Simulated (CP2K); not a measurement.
# GaP: equation of state with PBE

**Experimental background.**

From “Phosphorous dimerization in GaP at high pressure”, 2017, arxiv:1709.06667, for a bulk crystal of GaP: bulk modulus 87.5 ± 0.6 GPa.

Crystal: GaP.

```xyz
2
Lattice="3.8541 0.0000 0.0000 1.9270 3.3377 0.0000 1.9270 1.1126 3.1468" Properties=species:S:1:pos:R:3 pbc="T T T"
Ga    0.0000    0.0000    0.0000
P     5.7811    3.3377    2.3601
```

```
Program             : CP2K 2026.2
Task                : equation of state
Functional          : PBE
Potentials or basis : POTENTIAL_UZH Ga GTH-PBE-q13, P GTH-PBE-q5; TZVP-MOLOPT-PBE-GTH basis
Density cutoff      : 6123 eV
k mesh              : 8 × 8 × 8
Occupations         : fermi-dirac, width 0.05 eV
Spin                : no spin polarisation
```

```yaml
Equilibrium_volume: 20.98 Å³/atom
Bulk_modulus: 76 GPa
Pressure_derivative_of_the_bulk_modulus: 4.5
```

Energy against volume, from the lowest point:
```csv
volume (Å³/atom),energy (meV/atom)
19.026,51.34
19.431,31.00
19.836,16.24
20.240,6.48
20.645,1.22
21.050,0.00
21.455,2.40
```

All runs of the series together: 4.6 min on 1 thread of Arm Neoverse V2, on a shared host.

A measured bulk modulus of GaP is 87.5 GPa (“Phosphorous dimerization in GaP at high pressure”, 2017, arxiv:1709.06667); the calculated 76 GPa misses it by -13.4 %. The fit is for a static lattice scaled at fixed shape and fixed fractional positions.

Caveat: the basis of atomic orbitals isn't converged, which shifts pressures, moduli and gaps. PBE usually gives volumes a little too large and moduli too small.
